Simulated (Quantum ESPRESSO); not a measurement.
# Cu (Cmcm) in Quantum ESPRESSO: notebook

One crystal, Cu, is run at these levels: LDA; tasks: single point, equation of state.

All numbers are computed with Quantum ESPRESSO 7.5; they aren't measurements. Logs are shortened: lines on timing, memory, paths and dates and some standing lists are left out, and cuts for length are marked.

### Step 1. Starting point

Symmetry: Cmcm, No. 63, orthorhombic system. Conventional cell: a = 2.437 Å, b = 7.953 Å, c = 2.475 Å, α = 90.00°, β = 90.00°, γ = 90.00°. Cu (site symmetry m2m) is surrounded by 10 Cu at 2.44 to 2.54 Å.

This isn't the form of Cu at room conditions, which is fcc.

### Step 2. Single point, LDA, 11.27 Å³/atom

The input, pw.in:

```
&CONTROL
  calculation = 'scf'
  prefix = 'pwscf'
  outdir = './tmp'
  pseudo_dir = './pseudo'
  tprnfor = .true.
  tstress = .true.
  disk_io = 'nowf'
/
&SYSTEM
  ibrav = 0
  nat = 2
  ntyp = 1
  ecutwfc = 56
  ecutrho = 448
  nbnd = 27
  occupations = 'smearing'
  smearing = 'fd'
  degauss = 0.00367493
/
&ELECTRONS
  conv_thr = 4d-10
  electron_maxstep = 120
  mixing_beta = 0.5
/
ATOMIC_SPECIES
Cu    63.5460 cu_lda_v1.2.uspp.F.UPF
CELL_PARAMETERS angstrom
   1.1935901047   -3.8952046620    0.0000000000
   1.1935901047    3.8952046620    0.0000000000
   0.0000000000    0.0000000000    2.4249610270
ATOMIC_POSITIONS crystal
Cu     0.8661333500    0.1338666500    0.7500000000
Cu     0.1338666500    0.8661333500    0.2500000000
K_POINTS automatic
11 11 11 0 0 0
```

Potentials or basis: GBRV 1.5 LDA.

Launch:

```sh
$ OMP_NUM_THREADS=1 mpirun -n 2 pw.x -nk 2 -in pw.in > pw.out
```

pw.out:

```text
This program is part of the open-source Quantum ESPRESSO suite
     for quantum simulation of materials; please cite
         "P. Giannozzi et al., J. Phys.:Condens. Matter 21 395502 (2009);
         "P. Giannozzi et al., J. Phys.:Condens. Matter 29 465901 (2017);
         "P. Giannozzi et al., J. Chem. Phys. 152 154105 (2020);
     in publications or presentations arising from this work. More details at

     Message from routine setup:
     using ibrav=0 with symmetry is DISCOURAGED, use correct ibrav instead

     K-points division:     npool     =       2
     Subspace diagonalization in iterative solution of the eigenvalue problem:
     a serial algorithm will be used

     G-vector sticks info
     --------------------
     sticks:   dense  smooth     PW     G-vecs:    dense   smooth      PW
     Sum        1183     593    207                24361     8621    1811

     Using Slab Decomposition

     bravais-lattice index     =            0
     lattice parameter (alat)  =       7.6987  a.u.
     unit-cell volume          =     152.1657 (a.u.)^3
     number of atoms/cell      =            2
     number of atomic types    =            1
     number of electrons       =        38.00
     number of Kohn-Sham states=           27
     kinetic-energy cutoff     =      56.0000  Ry
     charge density cutoff     =     448.0000  Ry
     scf convergence threshold =      4.0E-10
     mixing beta               =       0.5000
     number of iterations used =            8  plain     mixing
     Exchange-correlation= SLA  PZ   NOGX NOGC
                           (   1   1   0   0   0   0   0)

     celldm(1)=   7.698698  celldm(2)=   0.000000  celldm(3)=   0.000000
     celldm(4)=   0.000000  celldm(5)=   0.000000  celldm(6)=   0.000000

     crystal axes: (cart. coord. in units of alat)
               a(1) = (   0.292979  -0.956119   0.000000 )
               a(2) = (   0.292979   0.956119   0.000000 )
               a(3) = (   0.000000   0.000000   0.595232 )

     reciprocal axes: (cart. coord. in units 2 pi/alat)
               b(1) = (  1.706606 -0.522948  0.000000 )
               b(2) = (  1.706606  0.522948 -0.000000 )
               b(3) = ( -0.000000  0.000000  1.680017 )

     PseudoPot. # 1 for Cu read from file:
     cu_lda_v1.2.uspp.F.UPF
     Pseudo is Ultrasoft + core correction, Zval = 19.0
     Generated by new atomic code, or converted to UPF format
     Using radial grid of  867 points,  6 beta functions with:
                l(1) =   0
                l(2) =   0
                l(3) =   1
                l(4) =   1
                l(5) =   2
                l(6) =   2
     Q(r) pseudized with  8 coefficients,  rinner =    1.150   1.150   1.150
                                                       1.150   1.150

     atomic species   valence    mass     pseudopotential
     Cu               19.00    63.54600     Cu( 1.00)

      8 Sym. Ops., with inversion, found ( 4 have fractional translation)

   Cartesian axes

     site n.     atom                  positions (alat units)
         1        Cu     tau(   1) = (   0.2929792  -0.7001340   0.4464241  )
         2        Cu     tau(   2) = (   0.2929792   0.7001340   0.1488080  )

     number of k points=   216  Fermi-Dirac smearing, width (Ry)=  0.0037

     Number of k-points >= 100: set verbosity='high' to print them.

     Dense  grid:    24361 G-vectors     FFT dimensions: (  54,  54,  32)

     Smooth grid:     8621 G-vectors     FFT dimensions: (  40,  40,  24)

     Check: negative core charge=   -0.000002

     Initial potential from superposition of free atoms

     starting charge      36.0000, renormalised to      38.0000
     Starting wfcs are   26 randomized atomic wfcs +    1 random wfcs

     Self-consistent Calculation

     iteration #  1     ecut=    56.00 Ry     beta= 0.50
     Davidson diagonalization with overlap
     ethr =  1.00E-02,  avg # of iterations =  5.7

     total energy              =    -801.53814477 Ry
     estimated scf accuracy    <      10.94160024 Ry

     iteration #  2     ecut=    56.00 Ry     beta= 0.50
     Davidson diagonalization with overlap
     ethr =  1.00E-02,  avg # of iterations =  3.0

     total energy              =    -805.90172136 Ry
     estimated scf accuracy    <      11.85797488 Ry

     iteration #  3     ecut=    56.00 Ry     beta= 0.50
     Davidson diagonalization with overlap
     ethr =  1.00E-02,  avg # of iterations =  2.0

     total energy              =    -807.10172661 Ry
     estimated scf accuracy    <       0.62749285 Ry

     iteration #  4     ecut=    56.00 Ry     beta= 0.50
     Davidson diagonalization with overlap
     ethr =  1.65E-03,  avg # of iterations =  1.1

     total energy              =    -807.14119881 Ry
     estimated scf accuracy    <       0.22632980 Ry

     iteration #  5     ecut=    56.00 Ry     beta= 0.50
     Davidson diagonalization with overlap
     ethr =  5.96E-04,  avg # of iterations =  1.3

     total energy              =    -807.03276707 Ry
     estimated scf accuracy    <       0.36079592 Ry

     iteration #  6     ecut=    56.00 Ry     beta= 0.50
     Davidson diagonalization with overlap
     ethr =  5.96E-04,  avg # of iterations =  2.0

     total energy              =    -807.07336223 Ry
     estimated scf accuracy    <       0.00612161 Ry

     iteration #  7     ecut=    56.00 Ry     beta= 0.50
     Davidson diagonalization with overlap
     ethr =  1.61E-05,  avg # of iterations =  5.0
[... 53 lines left out ...]
     iteration # 15     ecut=    56.00 Ry     beta= 0.50
     Davidson diagonalization with overlap
     ethr =  1.59E-10,  avg # of iterations =  2.0

     total energy              =    -807.07753211 Ry
     estimated scf accuracy    <       0.00000005 Ry

     iteration # 16     ecut=    56.00 Ry     beta= 0.50
     Davidson diagonalization with overlap
     ethr =  1.23E-10,  avg # of iterations =  1.0

     total energy              =    -807.07753211 Ry
     estimated scf accuracy    <       0.00000002 Ry

     iteration # 17     ecut=    56.00 Ry     beta= 0.50
     Davidson diagonalization with overlap
     ethr =  4.86E-11,  avg # of iterations =  1.0

     total energy              =    -807.07753231 Ry
     estimated scf accuracy    <       0.00000001 Ry

     iteration # 18     ecut=    56.00 Ry     beta= 0.50
     Davidson diagonalization with overlap
     ethr =  2.87E-11,  avg # of iterations =  1.0

     total energy              =    -807.07753231 Ry
     estimated scf accuracy    <          2.3E-09 Ry

     iteration # 19     ecut=    56.00 Ry     beta= 0.50
     Davidson diagonalization with overlap
     ethr =  6.03E-12,  avg # of iterations =  1.9

     End of self-consistent calculation

     Number of k-points >= 100: set verbosity='high' to print the bands.

     the Fermi energy is    16.6419 ev

!    total energy              =    -807.07753231 Ry
     estimated scf accuracy    <          1.5E-12 Ry
     smearing contrib. (-TS)   =      -0.00027775 Ry
     internal energy E=F+TS    =    -807.07725456 Ry

     The total energy is F=E-TS. E is the sum of the following terms:
     one-electron contribution =    -531.75168584 Ry
     hartree contribution      =     289.31116423 Ry
     xc contribution           =     -76.55544422 Ry
     ewald contribution        =    -488.08128873 Ry

     convergence has been achieved in  19 iterations

     Forces acting on atoms (cartesian axes, Ry/au):

     atom    1 type  1   force =    -0.00000000   -0.00200305    0.00000000
     atom    2 type  1   force =     0.00000000    0.00200305    0.00000000

     Total force =     0.002833     Total SCF correction =     0.000003

     Computing stress (Cartesian axis) and pressure

          total   stress  (Ry/bohr**3)                   (kbar)     P=       24.10
   0.00016733  -0.00000000   0.00000000           24.62       -0.00        0.00
  -0.00000000   0.00011746   0.00000000           -0.00       17.28        0.00
   0.00000000   0.00000000   0.00020671            0.00        0.00       30.41

=------------------------------------------------------------------------------=
   JOB DONE.
=------------------------------------------------------------------------------=
```

Wall time 2 min (2 MPI ranks of Arm Neoverse V1, shared host); peak memory 0.28 GiB.

What came out:

- Free energy: -10980.8492 eV
- Pressure: 2.4 GPa
- Largest force: 0.052 eV/Å
- Band gap on the k mesh: none (metal or under the smearing width)

### Step 3. Single point, LDA, 11.51 Å³/atom

pw.in: that of step 2 with these lines changed.

```diff
@@ -28,5 +28,5 @@
 CELL_PARAMETERS angstrom
-   1.1935901047   -3.8952046620    0.0000000000
-   1.1935901047    3.8952046620    0.0000000000
-   0.0000000000    0.0000000000    2.4249610270
+   1.2019959458   -3.9226365845    0.0000000000
+   1.2019959458    3.9226365845    0.0000000000
+   0.0000000000    0.0000000000    2.4420387800
 ATOMIC_POSITIONS crystal
```

Potentials or basis: GBRV 1.5 LDA.

Launch:

```sh
$ OMP_NUM_THREADS=1 mpirun -n 2 pw.x -nk 2 -in pw.in > pw.out
```

It took 2 min on 2 MPI ranks of Arm Neoverse V1, shared host; peak memory 0.28 GiB.

It converged, with:

```
Free energy            : -10980.8524 eV
Pressure               : -1.4 GPa
Largest force          : 0.021 eV/Å
Band gap on the k mesh : none (metal or under the smearing width)
```

### Step 4. Single point, LDA, 11.75 Å³/atom

pw.in: that of step 3 with these lines changed.

```diff
@@ -28,5 +28,5 @@
 CELL_PARAMETERS angstrom
-   1.2019959458   -3.9226365845    0.0000000000
-   1.2019959458    3.9226365845    0.0000000000
-   0.0000000000    0.0000000000    2.4420387800
+   1.2102858349   -3.9496901055    0.0000000000
+   1.2102858349    3.9496901055    0.0000000000
+   0.0000000000    0.0000000000    2.4588809590
 ATOMIC_POSITIONS crystal
```

Launch:

```sh
$ OMP_NUM_THREADS=1 mpirun -n 2 pw.x -nk 2 -in pw.in > pw.out
```

Run time: 2 min. Hardware: 2 MPI ranks of Arm Neoverse V1, shared host; peak memory 0.28 GiB.

It converged, with:

```yaml
Free_energy: -10980.8451 eV
Pressure: -4.6 GPa
Largest_force: 0.008 eV/Å
Band_gap_on_the_k_mesh: none (metal or under the smearing width)
```

### Step 5. Single point, LDA, 11.99 Å³/atom

pw.in: that of step 4 with these lines changed.

```diff
@@ -28,5 +28,5 @@
 CELL_PARAMETERS angstrom
-   1.2102858349   -3.9496901055    0.0000000000
-   1.2102858349    3.9496901055    0.0000000000
-   0.0000000000    0.0000000000    2.4588809590
+   1.2184636900   -3.9763780104    0.0000000000
+   1.2184636900    3.9763780104    0.0000000000
+   0.0000000000    0.0000000000    2.4754955235
 ATOMIC_POSITIONS crystal
```

Launch:

```sh
$ OMP_NUM_THREADS=1 mpirun -n 2 pw.x -nk 2 -in pw.in > pw.out
```

Wall time 2 min (2 MPI ranks of Arm Neoverse V1, shared host); peak memory 0.28 GiB.

Results (log left out):

- Free energy: -10980.8285 eV
- Pressure: -7.5 GPa
- Largest force: 0.033 eV/Å
- Band gap on the k mesh: none (metal or under the smearing width)

### Step 6. Single point, LDA, 12.23 Å³/atom

pw.in: that of step 5 with these lines changed.

```diff
@@ -28,5 +28,5 @@
 CELL_PARAMETERS angstrom
-   1.2184636900   -3.9763780104    0.0000000000
-   1.2184636900    3.9763780104    0.0000000000
-   0.0000000000    0.0000000000    2.4754955235
+   1.2265332211   -4.0027124071    0.0000000000
+   1.2265332211    4.0027124071    0.0000000000
+   0.0000000000    0.0000000000    2.4918900114
 ATOMIC_POSITIONS crystal
```

Potentials or basis: GBRV 1.5 LDA.

Launch:

```sh
$ OMP_NUM_THREADS=1 mpirun -n 2 pw.x -nk 2 -in pw.in > pw.out
```

It took 2.1 min on 2 MPI ranks of Arm Neoverse V1, shared host; peak memory 0.28 GiB.

It converged, with:

* Free energy: -10980.8038 eV
* Pressure: -10.0 GPa
* Largest force: 0.057 eV/Å
* Band gap on the k mesh: none (metal or under the smearing width)

### Step 7. Single point, LDA, 12.47 Å³/atom

pw.in: that of step 6 with these lines changed.

```diff
@@ -28,5 +28,5 @@
 CELL_PARAMETERS angstrom
-   1.2265332211   -4.0027124071    0.0000000000
-   1.2265332211    4.0027124071    0.0000000000
-   0.0000000000    0.0000000000    2.4918900114
+   1.2344979457   -4.0287047744    0.0000000000
+   1.2344979457    4.0287047744    0.0000000000
+   0.0000000000    0.0000000000    2.5080715687
 ATOMIC_POSITIONS crystal
```

Launch:

```sh
$ OMP_NUM_THREADS=1 mpirun -n 2 pw.x -nk 2 -in pw.in > pw.out
```

Run time: 2.2 min. Hardware: 2 MPI ranks of Arm Neoverse V1, shared host; peak memory 0.3 GiB.

The run converged. Its results:

- Free energy: -10980.7719 eV
- Pressure: -12.3 GPa
- Largest force: 0.079 eV/Å
- Band gap on the k mesh: none (metal or under the smearing width)

### Step 8. Single point, LDA, 12.71 Å³/atom

pw.in: that of step 7 with these lines changed.

```diff
@@ -28,5 +28,5 @@
 CELL_PARAMETERS angstrom
-   1.2344979457   -4.0287047744    0.0000000000
-   1.2344979457    4.0287047744    0.0000000000
-   0.0000000000    0.0000000000    2.5080715687
+   1.2423612020   -4.0543660062    0.0000000000
+   1.2423612020    4.0543660062    0.0000000000
+   0.0000000000    0.0000000000    2.5240469776
 ATOMIC_POSITIONS crystal
```

Launch:

```sh
$ OMP_NUM_THREADS=1 mpirun -n 2 pw.x -nk 2 -in pw.in > pw.out
```

It took 2.3 min on 2 MPI ranks of Arm Neoverse V1, shared host; peak memory 0.3 GiB.

Results (log left out):

```yaml
Free_energy: -10980.7337 eV
Pressure: -14.3 GPa
Largest_force: 0.098 eV/Å
Band_gap_on_the_k_mesh: none (metal or under the smearing width)
```

### Step 9. Equation of state, LDA

Potentials or basis: GBRV 1.5 LDA.

This step only gathers the single runs of the series.

Results:

| Quantity | Value |
| --- | --- |
| Equilibrium volume | 11.46 Å³/atom |
| Bulk modulus at fixed shape and positions | 172 GPa |
| Pressure derivative of the bulk modulus | 5.0 |

Energy against volume, from the lowest point:
| volume (Å³/atom) | energy (meV/atom) |
| --- | --- |
| 11.274 | 1.59 |
| 11.514 | 0.00 |
| 11.754 | 3.65 |
| 11.994 | 11.95 |
| 12.234 | 24.29 |
| 12.474 | 40.25 |
| 12.714 | 59.36 |

Caveat: the cell was scaled at fixed shape and fractional positions, which overstates the stiffness of a crystal with free parameters, most of all of layers and chains.
